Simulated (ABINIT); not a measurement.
# CuAu3 (Pm-3m) in ABINIT: a series of runs

One crystal, CuAu3, is run at these levels: PBEsol; tasks: relaxation of cell and atoms, single point.

Program: ABINIT 10.8.3 (patched build). These are calculated values, not measurements. Logs are shortened: lines on timing, memory, paths and dates and some standing lists are left out, and cuts for length are marked. The log counts tension as positive stress, the text compression.

### 1 Starting point

The structure is cubic, space group Pm-3m (No. 221). The conventional cell has a = 3.980 Å, b = 3.980 Å, c = 3.980 Å, α = 90.00°, β = 90.00°, γ = 90.00°. Au (site symmetry 4/mmm) has 8 Au at 2.81 Å and 4 Cu at 2.81 Å as nearest neighbours. Around Cu (site symmetry m-3m) lie 12 Au at 2.81 Å.

### 2 Relaxation of cell and atoms, PBEsol

run.abi

```
# Pseudopotentials
pp_dirpath "./"
pseudos "Au.upf, Cu.upf"

# Structure
acell 3*1.0 Angstrom
rprim
     3.9800000000     0.0000000000     0.0000000000
     0.0000000000     3.9800000000     0.0000000000
     0.0000000000     0.0000000000     3.9800000000
ntypat 2
znucl 79 29
natom 4
typat 1 1 1 2
chkprim 0
chksymtnons 0
tolsym 1.0e-6
xred
            1/2            1/2            0.0
            1/2            0.0            1/2
            0.0            1/2            1/2
            0.0            0.0            0.0

# Plane-wave basis
ecut 46.0
ecutsm 0.5

# k points
kptopt 1
ngkpt 5 5 5
nshiftk 1
shiftk 0.0 0.0 0.0

# Exchange and correlation
ixc -116133

# Bands and occupations
nband 46
occopt 3
tsmear 0.05 eV

# SCF cycle
nstep 80
tolvrs 1.0e-12

# Output
iomode 3
prteig 0
prtebands 0
prtwf 0
prtden 0

# Relaxation
ionmov 2
optcell 2
ntime 50
tolmxf 2.0e-5
dilatmx 1.08
```

Potentials or basis: PseudoDojo NC SR PBEsol v0.4.1 standard.

Command:

```sh
$ mpirun --bind-to none -np 4 abinit run.abi > log 2>&1
```

run.abo:

```text
.Version 10.8.3 of ABINIT
 Symmetries : space group Pm -3 m (#221); Bravais cP (primitive cubic)
================================================================================
 Values of the parameters that define the memory need of the present run
     intxc =       0    ionmov =       2      iscf =       7    lmnmax =       7
     lnmax =       7     mgfft =      50  mpssoang =       4    mqgrid =    3001
     natom =       4  nloc_mem =       1    nspden =       1   nspinor =       1
    nsppol =       1      nsym =      48    n1xccc =    2501    ntypat =       2
    occopt =       3   xclevel =       2
       mpw =        8017          nfft =      125000          nkpt =          10
================================================================================
================================================================================

--------------------------------------------------------------------------------
------------- Echo of variables that govern the present computation ------------
--------------------------------------------------------------------------------
 -outvars: echo values of preprocessed input variables --------
            acell      1.8897261259E+00  1.8897261259E+00  1.8897261259E+00 Bohr
              amu      1.96966540E+02  6.35460000E+01
          chkprim           0
      chksymtnons           0
          dilatmx      1.08000000E+00
             ecut      4.60000000E+01 Hartree
           ecutsm      5.00000000E-01 Hartree
           ionmov           2
              ixc     -116133
         kptrlatt        5    0    0      0    5    0      0    0    5
          kptrlen      3.76055499E+01
            natom           4
            nband          46
            ngfft          50      50      50
             nkpt          10
            nstep          80
             nsym          48
            ntime          50
           ntypat           2
           occopt           3
          optcell           2
           prtden           0
        prtebands           0
           prteig           0
            prtwf           0
            rprim      3.9800000000E+00  0.0000000000E+00  0.0000000000E+00
                       0.0000000000E+00  3.9800000000E+00  0.0000000000E+00
                       0.0000000000E+00  0.0000000000E+00  3.9800000000E+00
          spgroup         221
           tolmxf      2.00000000E-05
           tolsym      1.00000000E-06
           tolvrs      1.00000000E-12
           tsmear      1.83746611E-03 Hartree
            typat      1  1  1  2
           xangst      1.9900000000E+00  1.9900000000E+00  0.0000000000E+00
                       1.9900000000E+00  0.0000000000E+00  1.9900000000E+00
                       0.0000000000E+00  1.9900000000E+00  1.9900000000E+00
                       0.0000000000E+00  0.0000000000E+00  0.0000000000E+00
            xcart      3.7605549906E+00  3.7605549906E+00  0.0000000000E+00
                       3.7605549906E+00  0.0000000000E+00  3.7605549906E+00
                       0.0000000000E+00  3.7605549906E+00  3.7605549906E+00
                       0.0000000000E+00  0.0000000000E+00  0.0000000000E+00
             xred      5.0000000000E-01  5.0000000000E-01  0.0000000000E+00
                       5.0000000000E-01  0.0000000000E+00  5.0000000000E-01
                       0.0000000000E+00  5.0000000000E-01  5.0000000000E-01
                       0.0000000000E+00  0.0000000000E+00  0.0000000000E+00
            znucl       79.00000   29.00000

================================================================================

 chkinp: Checking input parameters for consistency.

================================================================================
== DATASET  1 ==================================================================

--- !DatasetInfo
iteration_state: {dtset: 1, }
dimensions: {natom: 4, nkpt: 10, mband: 46, nsppol: 1, nspinor: 1, nspden: 1, mpw: 8017, }
cutoff_energies: {ecut:  46.0, pawecutdg:  -1.0, }
electrons: {nelect:   7.60000000E+01, charge:   0.00000000E+00, occopt:   3.00000000E+00, tsmear:   1.83746611E-03, }
meta: {optdriver: 0, ionmov: 2, optcell: 2, iscf: 7, paral_kgb: 0, }
...

 Real(R)+Recip(G) space primitive vectors, cartesian coordinates (Bohr,Bohr^-1):
 R(1)=  7.5211100  0.0000000  0.0000000  G(1)=  0.1329591  0.0000000  0.0000000
 R(2)=  0.0000000  7.5211100  0.0000000  G(2)=  0.0000000  0.1329591  0.0000000
 R(3)=  0.0000000  0.0000000  7.5211100  G(3)=  0.0000000  0.0000000  0.1329591
 Unit cell volume ucvol=  4.2544735E+02 bohr^3
 Angles (23,13,12)=  9.00000000E+01  9.00000000E+01  9.00000000E+01 degrees
[... 255 lines left out ...]
--------------------------------------------------------------------------------

---SELF-CONSISTENT-FIELD CONVERGENCE--------------------------------------------
[... 91 lines left out ...]
 Real space primitive translations (rprimd) [bohr]
  7.50749597403464E+00  0.00000000000000E+00  0.00000000000000E+00
  0.00000000000000E+00  7.50749597403464E+00  0.00000000000000E+00
  0.00000000000000E+00  0.00000000000000E+00  7.50749597403465E+00
 Unitary Cell Volume (ucvol) [Bohr^3]=  4.23141210306144E+02
 Angles (23,13,12)= [degrees]
  9.00000000000000E+01  9.00000000000000E+01  9.00000000000000E+01
 Lengths [Bohr]
  7.50749597403464E+00  7.50749597403464E+00  7.50749597403465E+00
 Stress tensor in cartesian coordinates (strten) [Ha/bohr^3]
 -1.94814882024941E-07  0.00000000000000E+00  0.00000000000000E+00
  0.00000000000000E+00 -1.94814882004124E-07  0.00000000000000E+00
  0.00000000000000E+00  0.00000000000000E+00 -1.94814882135963E-07
 Total energy (etotal) [Ha]= -6.31723888820167E+02

 Difference of energy with previous step (new-old):
           Absolute (Ha)=-8.75871E-06
           Relative     =-1.38648E-08

 At Broyd/MD step   3, gradients are converged :
  max grad (force/stress) = 1.9481E-05 < tolmxf= 2.0000E-05 ha/bohr (free atoms)

================================================================================

 ----iterations are completed or convergence reached----

 Mean square residual over all n,k,spin=   81.754E-10; max=  37.371E-07
 reduced coordinates (array xred) for    4 atoms
       0.500000000000      0.500000000000      0.000000000000
       0.500000000000      0.000000000000      0.500000000000
       0.000000000000      0.500000000000      0.500000000000
       0.000000000000      0.000000000000      0.000000000000
 rms dE/dt=  0.0000E+00; max dE/dt=  0.0000E+00; dE/dt below (all hartree)
    1       0.000000000000      0.000000000000      0.000000000000
    2       0.000000000000      0.000000000000      0.000000000000
    3       0.000000000000      0.000000000000      0.000000000000
    4       0.000000000000      0.000000000000      0.000000000000

 cartesian coordinates (angstrom) at end:
    1      1.98639788885498     1.98639788885498     0.00000000000000
    2      1.98639788885498     0.00000000000000     1.98639788885498
    3      0.00000000000000     1.98639788885498     1.98639788885498
    4      0.00000000000000     0.00000000000000     0.00000000000000

 cartesian forces (hartree/bohr) at end:
    1     -0.00000000000000    -0.00000000000000    -0.00000000000000
    2     -0.00000000000000    -0.00000000000000    -0.00000000000000
    3     -0.00000000000000    -0.00000000000000    -0.00000000000000
    4     -0.00000000000000    -0.00000000000000    -0.00000000000000
 frms,max,avg= 0.0000000E+00 0.0000000E+00   0.000E+00  0.000E+00  0.000E+00 h/b

 cartesian forces (eV/Angstrom) at end:
    1     -0.00000000000000    -0.00000000000000    -0.00000000000000
    2     -0.00000000000000    -0.00000000000000    -0.00000000000000
    3     -0.00000000000000    -0.00000000000000    -0.00000000000000
    4     -0.00000000000000    -0.00000000000000    -0.00000000000000
 frms,max,avg= 0.0000000E+00 0.0000000E+00   0.000E+00  0.000E+00  0.000E+00 e/A
 length scales=  7.507495974035  7.507495974035  7.507495974035 bohr
              =  3.972795777710  3.972795777710  3.972795777710 angstroms
 Fermi (or HOMO) energy (hartree) =   0.45831   Average Vxc (hartree)=  -0.50776
 Eigenvalues (hartree) for nkpt=  10  k points:
 kpt#   1, nband= 46, wtk=  0.00800, kpt=  0.0000  0.0000  0.0000 (reduced coord)
  -3.64602   -3.43396   -3.43329   -3.43329   -2.08665   -2.08665   -2.08665   -1.64799
  -1.64799   -1.64799   -1.64303   -1.64303   -1.64303   -1.64054   -1.64054   -1.64054
   0.08906    0.18074    0.21142    0.21142    0.21142    0.21549    0.21549    0.30628
   0.30628    0.30628    0.35372    0.35372    0.38875    0.40041    0.40041    0.40276
   0.40276    0.40276    0.40794    0.40794    0.40794    0.49304    0.49304    0.49304
   0.67880    0.67880    0.70850    0.81653    0.81653    0.81653
      occupation numbers for kpt#   1
   2.00000    2.00000    2.00000    2.00000    2.00000    2.00000    2.00000    2.00000
   2.00000    2.00000    2.00000    2.00000    2.00000    2.00000    2.00000    2.00000
   2.00000    2.00000    2.00000    2.00000    2.00000    2.00000    2.00000    2.00000
   2.00000    2.00000    2.00000    2.00000    2.00000    2.00000    2.00000    2.00000
   2.00000    2.00000    2.00000    2.00000    2.00000    0.00000    0.00000    0.00000
   0.00000    0.00000    0.00000    0.00000    0.00000    0.00000
 prteigrs : prtvol=0 or 1, do not print more k-points.

--- !EnergyTerms
iteration_state     : {dtset: 1, itime: 3, icycle: 1, }
comment             : Components of total free energy in Hartree
kinetic             :  2.14650970293695E+02
hartree             :  1.37142696545945E+02
xc                  : -9.85264618524396E+01
Ewald energy        : -4.40928696992852E+02
psp_core            :  2.12464518428132E+01
local_psp           : -4.38943180081147E+02
non_local_psp       : -2.63645409252169E+01
internal            : -6.31722761169203E+02
'-kT*entropy'       : -1.12765096352344E-03
total_energy        : -6.31723888820167E+02
total_energy_eV     : -1.71900827394987E+04
band_energy         : -5.62931656514520E+01
...

 Cartesian components of stress tensor (hartree/bohr^3)
  sigma(1 1)= -1.94814882E-07  sigma(3 2)=  0.00000000E+00
  sigma(2 2)= -1.94814882E-07  sigma(3 1)=  0.00000000E+00
  sigma(3 3)= -1.94814882E-07  sigma(2 1)=  0.00000000E+00

-Cartesian components of stress tensor (GPa)         [Pressure=  5.7317E-03 GPa]
- sigma(1 1)= -5.73165171E-03  sigma(3 2)=  0.00000000E+00
- sigma(2 2)= -5.73165171E-03  sigma(3 1)=  0.00000000E+00
- sigma(3 3)= -5.73165172E-03  sigma(2 1)=  0.00000000E+00

== END DATASET(S) ==============================================================
================================================================================

 -outvars: echo values of variables after computation  --------
            acell      7.5074959740E+00  7.5074959740E+00  7.5074959740E+00 Bohr
           etotal     -6.3172388882E+02
            fcart     -0.0000000000E+00 -0.0000000000E+00 -0.0000000000E+00
                      -0.0000000000E+00 -0.0000000000E+00 -0.0000000000E+00
                      -0.0000000000E+00 -0.0000000000E+00 -0.0000000000E+00
                      -0.0000000000E+00 -0.0000000000E+00 -0.0000000000E+00
           strten     -1.9481488202E-07 -1.9481488200E-07 -1.9481488214E-07
                       0.0000000000E+00  0.0000000000E+00  0.0000000000E+00
           xangst      1.9863978889E+00  1.9863978889E+00  0.0000000000E+00
                       1.9863978889E+00  0.0000000000E+00  1.9863978889E+00
                       0.0000000000E+00  1.9863978889E+00  1.9863978889E+00
                       0.0000000000E+00  0.0000000000E+00  0.0000000000E+00
             xred      5.0000000000E-01  5.0000000000E-01  0.0000000000E+00
                       5.0000000000E-01  0.0000000000E+00  5.0000000000E-01
                       0.0000000000E+00  5.0000000000E-01  5.0000000000E-01
                       0.0000000000E+00  0.0000000000E+00  0.0000000000E+00
 Calculation completed.
```

Wall time 5.2 min (4 MPI ranks of Arm Neoverse N1, shared host); peak memory 0.44 GiB.

Results:

| Item | Value |
| --- | --- |
| Free energy | -17190.0827 eV |
| Relaxed volume | 15.68 Å³/atom |
| Relaxed cell | a = 3.973 Å, b = 3.973 Å, c = 3.973 Å, α = 90.00°, β = 90.00°, γ = 90.00° |
| Space group after relaxing (to 0.05 Å) | Pm-3m (No. 221) |
| Energy gained by relaxing | 0.2 meV/atom |
| Ionic steps | 3 |
| Pressure after relaxing | 0.0 GPa |
| Band gap on the k mesh | none (metal or under the smearing width) |

Step by step:
```tsv
step	energy change (eV)	largest force (eV/Å)	pressure (GPa)	volume (Å³)
1	0.0000	0.0000	-0.87	63.04
2	-0.0007	0.0000	-0.44	62.88
3	-0.0009	0.0000	0.01	62.70
```

Final structure:
```cif
data_structure
_symmetry_space_group_name_H-M 'P 1'
_symmetry_Int_Tables_number 1
_cell_length_a 3.9728
_cell_length_b 3.9728
_cell_length_c 3.9728
_cell_angle_alpha 90.000
_cell_angle_beta 90.000
_cell_angle_gamma 90.000
_cell_volume 62.70
loop_
_atom_site_label
_atom_site_type_symbol
_atom_site_fract_x
_atom_site_fract_y
_atom_site_fract_z
_atom_site_occupancy
Au1 Au 0.50000 0.50000 0.00000 1
Au2 Au 0.50000 0.00000 0.50000 1
Au3 Au 0.00000 0.50000 0.50000 1
Cu1 Cu 0.00000 0.00000 0.00000 1
```

Spin-orbit coupling is left out, which matters for the levels of Au.

### 3 Single point, PBEsol (cell relaxed)

run.abi

```
# Pseudopotentials
pp_dirpath "./"
pseudos "Au.upf, Cu.upf"

# Structure
acell 3*1.0
rprim
     7.5074959733     0.0000000000     0.0000000000
     0.0000000000     7.5074959733     0.0000000000
     0.0000000000     0.0000000000     7.5074959733
ntypat 2
znucl 79 29
natom 4
typat 1 1 1 2
xred
     0.5000000000     0.5000000000     0.0000000000
     0.5000000000     0.0000000000     0.5000000000
     0.0000000000     0.5000000000     0.5000000000
     0.0000000000     0.0000000000     0.0000000000
chkprim 0
chksymtnons 0
tolsym 1.0e-6

# Plane-wave basis
ecut 1251.723767 eV

# k points
kptopt 1
ngkpt 5 5 5
nshiftk 1
shiftk 0.0 0.0 0.0

# Exchange and correlation
ixc -116133

# Bands and occupations
nband 46
occopt 3
tsmear 0.05 eV

# SCF cycle
nstep 100
tolvrs 1.0e-10

# Output
iomode 3
prtwf 0
prtden 0
prteig 0
prtebands 0
enunit 1
```

Potentials or basis: PseudoDojo NC SR PBEsol v0.4.1 standard.

Command:

```sh
$ mpirun --bind-to none -np 4 abinit run.abi > log 2>&1
```

run.abo:

```text
.Version 10.8.3 of ABINIT
 Symmetries : space group Pm -3 m (#221); Bravais cP (primitive cubic)
================================================================================
 Values of the parameters that define the memory need of the present run
     intxc =       0    ionmov =       0      iscf =       7    lmnmax =       7
     lnmax =       7     mgfft =      48  mpssoang =       4    mqgrid =    3001
     natom =       4  nloc_mem =       1    nspden =       1   nspinor =       1
    nsppol =       1      nsym =      48    n1xccc =    2501    ntypat =       2
    occopt =       3   xclevel =       2
       mpw =        6330          nfft =      110592          nkpt =          10
================================================================================
================================================================================

--------------------------------------------------------------------------------
------------- Echo of variables that govern the present computation ------------
--------------------------------------------------------------------------------
 -outvars: echo values of preprocessed input variables --------
            acell      1.0000000000E+00  1.0000000000E+00  1.0000000000E+00 Bohr
              amu      1.96966540E+02  6.35460000E+01
          chkprim           0
      chksymtnons           0
             ecut      4.60000000E+01 Hartree
           enunit           1
              ixc     -116133
         kptrlatt        5    0    0      0    5    0      0    0    5
          kptrlen      3.75374799E+01
[... 202 lines left out ...]
total_energy        : -6.31723891347173E+02
total_energy_eV     : -1.71900828082621E+04
band_energy         : -5.62931569725636E+01
...

 Cartesian components of stress tensor (hartree/bohr^3)
  sigma(1 1)=  4.71157373E-07  sigma(3 2)=  0.00000000E+00
  sigma(2 2)=  4.71157373E-07  sigma(3 1)=  0.00000000E+00
  sigma(3 3)=  4.71157373E-07  sigma(2 1)=  0.00000000E+00

-Cartesian components of stress tensor (GPa)         [Pressure= -1.3862E-02 GPa]
- sigma(1 1)=  1.38619285E-02  sigma(3 2)=  0.00000000E+00
- sigma(2 2)=  1.38619285E-02  sigma(3 1)=  0.00000000E+00
- sigma(3 3)=  1.38619285E-02  sigma(2 1)=  0.00000000E+00

== END DATASET(S) ==============================================================
================================================================================

 -outvars: echo values of variables after computation  --------
            acell      1.0000000000E+00  1.0000000000E+00  1.0000000000E+00 Bohr
           etotal     -6.3172389135E+02
            fcart     -0.0000000000E+00 -0.0000000000E+00 -0.0000000000E+00
                      -0.0000000000E+00 -0.0000000000E+00 -0.0000000000E+00
                      -0.0000000000E+00 -0.0000000000E+00 -0.0000000000E+00
                      -0.0000000000E+00 -0.0000000000E+00 -0.0000000000E+00
            rprim      7.5074959733E+00  0.0000000000E+00  0.0000000000E+00
                       0.0000000000E+00  7.5074959733E+00  0.0000000000E+00
                       0.0000000000E+00  0.0000000000E+00  7.5074959733E+00
           strten      4.7115737346E-07  4.7115737345E-07  4.7115737344E-07
                       0.0000000000E+00  0.0000000000E+00  0.0000000000E+00
           xangst      1.9863978887E+00  1.9863978887E+00  0.0000000000E+00
                       1.9863978887E+00  0.0000000000E+00  1.9863978887E+00
                       0.0000000000E+00  1.9863978887E+00  1.9863978887E+00
                       0.0000000000E+00  0.0000000000E+00  0.0000000000E+00
             xred      5.0000000000E-01  5.0000000000E-01  0.0000000000E+00
                       5.0000000000E-01  0.0000000000E+00  5.0000000000E-01
                       0.0000000000E+00  5.0000000000E-01  5.0000000000E-01
                       0.0000000000E+00  0.0000000000E+00  0.0000000000E+00
 Calculation completed.
```

It took 92 s on 4 MPI ranks of Arm Neoverse N1, shared host; peak memory 0.4 GiB.

What came out:

```
Free energy                                           : -17190.0828 eV
Pressure                                              : 0.0 GPa
Band gap on the k mesh                                : none (metal or under the smearing width)
Valence electrons inside the program's atomic spheres : Au 15.56; Cu 17.29
```

Levels at points of the mesh, in eV from the Fermi level:
```csv
k point,band 35,band 36,band 37,band 38,band 39,band 40,band 41,band 42
"(0.00, 0.00, 0.00)",-1.37,-1.37,-1.37,0.95,0.95,0.95,6.00,6.00
```

The run has no spin-orbit coupling, so splittings on Au are missing.
